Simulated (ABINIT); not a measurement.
# Al (Fm-3m) in ABINIT: further runs

The runs below take Al through equation of state, with PW91, PBEsol, OLYP.

Program: ABINIT 10.8.3 (patched build). These are calculated values, not measurements. Logs are shortened: lines on timing, memory, paths and dates and some standing lists are left out, and cuts for length are marked. The log counts tension as positive stress, the text compression.

**What was measured.**

“The interpretation of polycrystalline coherent inelastic neutron scattering from aluminium”, 2013, pmc:3831299 quotes, for a bulk crystal of Al: bulk modulus 76.9 GPa.

The runs below are set against these values where they give the same quantity.

## (1) The crystal as given

Symmetry: Fm-3m, No. 225, cubic system. Conventional cell: a = 4.050 Å, b = 4.050 Å, c = 4.050 Å, α = 90.00°, β = 90.00°, γ = 90.00°. Around Al (site symmetry m-3m) lie 12 Al at 2.86 Å.

## (2) Equation of state, PW91

run.abi

```
# Datasets: one volume each
ndtset 7
getwfk -1
scalecart1 3*0.9795861087
scalecart2 3*0.9864848297
scalecart3 3*0.9932883884
scalecart4 3*1.0000000000
scalecart5 3*1.0066227096
scalecart6 3*1.0131594038
scalecart7 3*1.0196128224

# Pseudopotentials
pp_dirpath "./"
pseudos "Al.GGA_PBE-JTH.xml"

# Structure
acell 3*1.0
rprim
     0.0000000000     3.8263269058     3.8263269058
     3.8263269058     0.0000000000     3.8263269058
     3.8263269058     3.8263269058     0.0000000000
ntypat 1
znucl 13
natom 1
typat 1
xred
     0.0000000000     0.0000000000     0.0000000000

# Plane-wave basis
ecut 20.0
pawecutdg 40.0

# k points
kptopt 1
ngkpt 11 11 11
nshiftk 1
shiftk 0.0 0.0 0.0

# Exchange and correlation
ixc -109134

# Bands and occupations
nband 6
occopt 3
tsmear 0.05 eV

# SCF cycle
nstep 100
tolvrs 1.0e-9

# Output
iomode 3
prtwf 1
prtden 0
prteig 0
prtebands 0
enunit 1
```

Potentials or basis: JTH PAW PBE v2.0.

On the command line:

```console
> abinit run.abi > log 2>&1
```

run.abo:

```text
.Version 10.8.3 of ABINIT
 DATASET    1 : space group Fm -3 m (#225); Bravais cF (face-center cubic)
================================================================================
 Values of the parameters that define the memory need for DATASET  1.
     intxc =       0    ionmov =       0      iscf =      17    lmnmax =       8
     lnmax =       4     mgfft =      24  mpssoang =       2    mqgrid =    3001
     natom =       1  nloc_mem =       2    nspden =       1   nspinor =       1
    nsppol =       1      nsym =      48    n1xccc =       1    ntypat =       1
    occopt =       3   xclevel =       2
       mpw =         462          nfft =       13824          nkpt =          56
 PAW method is used; the additional fine FFT grid is defined by:
   mgfftf=        32    nfftf =     32768
================================================================================
================================================================================
[... 71 lines left out ...]
 DATASET    7 : space group Fm -3 m (#225); Bravais cF (face-center cubic)
================================================================================
 Values of the parameters that define the memory need for DATASET  7.
     intxc =       0    ionmov =       0      iscf =      17    lmnmax =       8
     lnmax =       4     mgfft =      24  mpssoang =       2    mqgrid =    3001
     natom =       1  nloc_mem =       2    nspden =       1   nspinor =       1
    nsppol =       1      nsym =      48    n1xccc =       1    ntypat =       1
    occopt =       3   xclevel =       2
       mpw =         532          nfft =       13824          nkpt =          56
 PAW method is used; the additional fine FFT grid is defined by:
   mgfftf=        32    nfftf =     32768
================================================================================
================================================================================

--------------------------------------------------------------------------------
------------- Echo of variables that govern the present computation ------------
--------------------------------------------------------------------------------
 -outvars: echo values of preprocessed input variables --------
            acell      1.0000000000E+00  1.0000000000E+00  1.0000000000E+00 Bohr
              amu      2.69815390E+01
             ecut      2.00000000E+01 Hartree
           enunit           1
           getwfk          -1
                       outvar_i_n : Printing only first  50 k-points.
              ixc     -109134
           jdtset        1    2    3    4    5    6    7
                       outvar_i_n : Printing only first  50 k-points.
         kptrlatt       11    0    0      0   11    0      0    0   11
          kptrlen1     5.83085676E+01
          kptrlen2     5.87192048E+01
          kptrlen3     5.91241776E+01
          kptrlen4     5.95236774E+01
          kptrlen5     5.99178855E+01
          kptrlen6     6.03069736E+01
          kptrlen7     6.06911048E+01
            natom           1
            nband           6
           ndtset           7
[... 37 lines left out ...]
            typat      1
           useylm           1
                       outvars : Printing only first  50 k-points.
            znucl       13.00000

================================================================================

 chkinp: Checking input parameters for consistency, jdtset=   1.

 chkinp: Checking input parameters for consistency, jdtset=   2.
[... 42 lines left out ...]
 getcut: wavevector=  0.0000  0.0000  0.0000  ngfft=  32  32  32
         ecut(hartree)=     40.000   => boxcut(ratio)=   2.12039

--- Pseudopotential description ------------------------------------------------
- pspini: atom type   1  psp file is ./Al.GGA_PBE-JTH.xml
 Pseudopotential format is: paw10
 basis_size (lnmax)=  4 (lmn_size=  8), orbitals=   0   0   1   1
 Spheres core radius: rc_sph= 1.90363307
 Shapefunction is SIN type: shapef(r)=[sin(pi*r/rshp)/(pi*r/rshp)]**2
 Radius for shape functions =  1.60786206
 Compensation charge density is not taken into account in XC energy/potential

  -1.09563711E+01                                ecore*ucvol(ha*bohr**3)
--------------------------------------------------------------------------------

================================================================================

--- !BeginCycle
iteration_state: {dtset: 1, }
solver: {iscf: 17, nstep: 100, nline: 4, wfoptalg: 10, }
tolerances: {tolvrs: 1.00E-09, }
...
[... 1116 lines left out ...]
-Cartesian components of stress tensor (GPa)         [Pressure= -3.9213E+00 GPa]
- sigma(1 1)=  3.92131084E+00  sigma(3 2)=  0.00000000E+00
- sigma(2 2)=  3.92131084E+00  sigma(3 1)=  0.00000000E+00
- sigma(3 3)=  3.92131084E+00  sigma(2 1)=  0.00000000E+00

== END DATASET(S) ==============================================================
================================================================================

 -outvars: echo values of variables after computation  --------
            acell      1.0000000000E+00  1.0000000000E+00  1.0000000000E+00 Bohr
           etotal1    -2.1082671439E+00
           etotal2    -2.1085976490E+00
           etotal3    -2.1087846378E+00
           etotal4    -2.1088423070E+00
           etotal5    -2.1087842612E+00
           etotal6    -2.1086222985E+00
           etotal7    -2.1083681970E+00
            fcart1    -0.0000000000E+00 -0.0000000000E+00 -0.0000000000E+00
            fcart2    -0.0000000000E+00 -0.0000000000E+00 -0.0000000000E+00
            fcart3    -0.0000000000E+00 -0.0000000000E+00 -0.0000000000E+00
            fcart4    -0.0000000000E+00 -0.0000000000E+00 -0.0000000000E+00
            fcart5    -0.0000000000E+00 -0.0000000000E+00 -0.0000000000E+00
            fcart6    -0.0000000000E+00 -0.0000000000E+00 -0.0000000000E+00
            fcart7    -0.0000000000E+00 -0.0000000000E+00 -0.0000000000E+00
            rprim1     0.0000000000E+00  3.7482166843E+00  3.7482166843E+00
                       3.7482166843E+00  0.0000000000E+00  3.7482166843E+00
                       3.7482166843E+00  3.7482166843E+00  0.0000000000E+00
[... 17 lines left out ...]
                       3.9013719758E+00  3.9013719758E+00  0.0000000000E+00
           strten1    -1.8051587881E-04 -1.8051587881E-04 -1.8051587881E-04
                       0.0000000000E+00  0.0000000000E+00  0.0000000000E+00
           strten2    -1.1290610994E-04 -1.1290610994E-04 -1.1290610994E-04
                       0.0000000000E+00  0.0000000000E+00  0.0000000000E+00
           strten3    -5.2203737234E-05 -5.2203737234E-05 -5.2203737234E-05
                       0.0000000000E+00  0.0000000000E+00  0.0000000000E+00
           strten4     2.2233459238E-06  2.2233459238E-06  2.2233459238E-06
                       0.0000000000E+00  0.0000000000E+00  0.0000000000E+00
           strten5     5.0945323524E-05  5.0945323524E-05  5.0945323524E-05
                       0.0000000000E+00  0.0000000000E+00  0.0000000000E+00
           strten6     9.4477072640E-05  9.4477072640E-05  9.4477072640E-05
                       0.0000000000E+00  0.0000000000E+00  0.0000000000E+00
           strten7     1.3328264649E-04  1.3328264649E-04  1.3328264649E-04
                       0.0000000000E+00  0.0000000000E+00  0.0000000000E+00
 Calculation completed.
```

Run time: 27 s. Hardware: 1 thread of Arm Neoverse V1, shared host; peak memory 0.11 GiB.

Results:

* Equilibrium volume: 16.60 Å³/atom
* Bulk modulus: 76 GPa
* Pressure derivative of the bulk modulus: 4.5

Energy against volume, from the lowest point:
| volume (Å³/atom) | energy (meV/atom) |
| --- | --- |
| 15.607 | 15.65 |
| 15.939 | 6.66 |
| 16.271 | 1.57 |
| 16.603 | 0.00 |
| 16.935 | 1.58 |
| 17.267 | 5.99 |
| 17.599 | 12.90 |

Caveat: pressures at fixed basis lie under the slope of the energies; the PAW data sets were made with another functional, which shifts forces and pressure a little.

## (3) Equation of state, PBEsol

run.abi, as its differences from that of step 2:

```diff
@@ -16,7 +16,7 @@
 # Structure
-acell 3*1.0
+acell 2.8635066922 2.8635066922 2.8635066922 Angstrom
 rprim
-     0.0000000000     3.8263269058     3.8263269058
-     3.8263269058     0.0000000000     3.8263269058
-     3.8263269058     3.8263269058     0.0000000000
+     0.0000000000     0.7071067812     0.7071067812
+     0.7071067812     0.0000000000     0.7071067812
+     0.7071067812     0.7071067812     0.0000000000
 ntypat 1
@@ -29,4 +29,4 @@
 # Plane-wave basis
-ecut 20.0
-pawecutdg 40.0
+ecut 15.0
+pawecutdg 30.0
 
@@ -39,3 +39,3 @@
 # Exchange and correlation
-ixc -109134
+ixc -116133
 
@@ -56,2 +56 @@
 prtebands 0
-enunit 1
```

Potentials or basis: JTH PAW PBE v2.0.

On the command line:

```console
> abinit run.abi > log 2>&1
```

It took 20 s on 1 thread of Arm Neoverse V1, shared host; peak memory 0.11 GiB.

It converged, with:

- Equilibrium volume: 16.26 Å³/atom
- Bulk modulus: 83 GPa
- Pressure derivative of the bulk modulus: 4.4

Energy against volume, from the lowest point:
```tsv
volume (Å³/atom)	energy (meV/atom)
15.607	7.36
15.939	1.70
16.271	0.00
16.603	1.81
16.935	6.67
17.267	14.43
17.599	24.67
```

Caveat: pressures at fixed basis lie under the slope of the energies; the PAW data sets were made with another functional, which shifts forces and pressure a little.

## (4) Equation of state, OLYP

run.abi

```
# Datasets: one volume each
ndtset 7
getwfk -1
scalecart1 3*0.9795861087
scalecart2 3*0.9864848297
scalecart3 3*0.9932883884
scalecart4 3*1.0000000000
scalecart5 3*1.0066227096
scalecart6 3*1.0131594038
scalecart7 3*1.0196128224

# Pseudopotentials
pp_dirpath "./"
pseudos "Al.upf"

# Structure
acell 3*1.0
rprim
     0.0000000000     3.8263269058     3.8263269058
     3.8263269058     0.0000000000     3.8263269058
     3.8263269058     3.8263269058     0.0000000000
ntypat 1
znucl 13
natom 1
typat 1
xred
     0.0000000000     0.0000000000     0.0000000000

# Plane-wave basis
ecut 20.0

# k points
kptopt 1
ngkpt 11 11 11
nshiftk 1
shiftk 0.0 0.0 0.0

# Exchange and correlation
ixc -110131

# Bands and occupations
nband 6
occopt 3
tsmear 0.05 eV

# SCF cycle
nstep 100
tolvrs 1.0e-10

# Output
iomode 3
prtwf 1
prtden 0
prteig 0
prtebands 0
enunit 1
```

Potentials or basis: PseudoDojo NC SR PBE v0.4.1 standard.

On the command line:

```console
> abinit run.abi > log 2>&1
```

Wall time 21 s (1 thread of Arm Neoverse V1, shared host); peak memory 0.09 GiB.

It converged, with:

```
Equilibrium volume                      : 15.85 Å³/atom
Bulk modulus                            : 89 GPa
Pressure derivative of the bulk modulus : 4.5
```

Energy against volume, from the lowest point:
| volume (Å³/atom) | energy (meV/atom) |
| --- | --- |
| 15.607 | 0.88 |
| 15.939 | 0.00 |
| 16.271 | 2.87 |
| 16.603 | 9.09 |
| 16.935 | 18.30 |
| 17.267 | 30.18 |
| 17.599 | 44.43 |

Caveat: pressures at fixed basis lie under the slope of the energies; the potentials were made for another functional, which shifts forces and pressure.

## (5) The runs side by side

```tsv
level	potentials or basis	cutoff (eV)	fine-grid cutoff	V0 of scaled cells (Å³/atom)	B0 (GPa)
PW91	JTH PAW PBE v2.0	544	1088.46 eV	16.60	76
PBEsol	JTH PAW PBE v2.0	408	816.342 eV	16.26	83
OLYP	PseudoDojo NC SR PBE v0.4.1 standard	544	-	15.85	89
```

Alike in all rows: task equation of state; no spin polarisation; cell as given; k mesh 11 × 11 × 11; smearing fermi-dirac 0.05 eV.

Caveats: pressures at fixed basis lie under the slope of the energies; the PAW data sets were made with another functional, which shifts forces and pressure a little (some runs); the potentials were made for another functional, which shifts forces and pressure (some runs).

Absolute energies hang on the potentials; compare differences alone.

## (6) Against experiment

Step 2. A measured bulk modulus of Al is 76.9 GPa (quoted in “The interpretation of polycrystalline coherent inelastic neutron scattering from aluminium”, 2013, pmc:3831299); the calculated 76 GPa misses it by -1.2 %. The fit is for a static lattice scaled at fixed shape and fixed fractional positions. The cell as given is a measured one (16.60 Å³/atom); PW91 puts the equilibrium volume +0.0 % from it, thermal expansion not counted.

Step 3. A measured bulk modulus of Al is 76.9 GPa (quoted in “The interpretation of polycrystalline coherent inelastic neutron scattering from aluminium”, 2013, pmc:3831299); the calculated 83 GPa misses it by +7.8 %. The fit is for a static lattice scaled at fixed shape and fixed fractional positions. The cell as given is a measured one (16.60 Å³/atom); PBEsol puts the equilibrium volume -2.1 % from it, thermal expansion not counted.

Step 4. Measured bulk modulus of Al: 76.9 GPa (quoted in “The interpretation of polycrystalline coherent inelastic neutron scattering from aluminium”, 2013, pmc:3831299). This calculation gives 89 GPa (+16.1 %). The fit is for a static lattice scaled at fixed shape and fixed fractional positions.
